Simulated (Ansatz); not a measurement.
Runs of Ansatz 0.2.0 on NaCl. Symmetry: Fm-3m, No. 225, cubic system. Conventional cell: a = 5.588 Å, b = 5.588 Å, c = 5.588 Å, α = 90.00°, β = 90.00°, γ = 90.00°. Around Cl (site symmetry m-3m) lie 6 Na at 2.79 Å. Around Na (site symmetry m-3m) lie 6 Cl at 2.79 Å. The cell is a database's computed one.

| level | potentials or basis | cell | k mesh | cutoff (eV) | share of exact exchange | screening of exact exchange | basis error allowed | mesh quality | gap on the mesh (eV) | pressure (GPa) |
| --- | --- | --- | --- | --- | --- | --- | --- | --- | --- | --- |
| HSE(alpha, omega) | all-electron PAW datasets made for the crystal | as given | 4 × 4 × 4 | 200 | 0.25 | 0.1 1/A | - | coarse | 6.95 | 0.9 |
| HSE(alpha, omega) | all-electron PAW datasets made for the crystal | as given | 4 × 4 × 4 | 200 | 0.25 | 0.15 1/A | - | coarse | (a) | 0.9 |
| PBE | all-electron LAPW, scalar-relativistic | strain = 0.0 | 8 × 8 × 8 | 169 | - | - | 0.001 eV/atom | not flagged | 5.22 | 1.6 |
| HSE(alpha, omega) | all-electron PAW datasets made for the crystal | as given | 4 × 4 × 4 | 200 | 0.25 | 0.2 1/A | - | coarse | (b) | 1.0 |
| HSE(alpha, omega) | all-electron PAW datasets made for the crystal | as given | 4 × 4 × 4 | 200 | 0.25 | 0.3 1/A | - | coarse | 6.35 | 1.0 |
| HSE(alpha, omega) | all-electron PAW datasets made for the crystal | as given | 4 × 4 × 4 | 200 | 0.25 | 0.6 1/A | - | coarse | 5.82 | 1.1 |
| HSE(alpha, omega) | all-electron PAW datasets made for the crystal | as given | 4 × 4 × 4 | 200 | 0.25 | 0.4 1/A | - | coarse | (c) | 1.0 |

Alike in all rows: task single point; no spin polarisation; smearing fermi-dirac 0.05 eV.

Q: Fill in the values left out.

A: (a) 6.78; (b) 6.62; (c) 6.14.

Caveats: some runs use coarse meshes.

The runs don't all hold the same shells in valence.
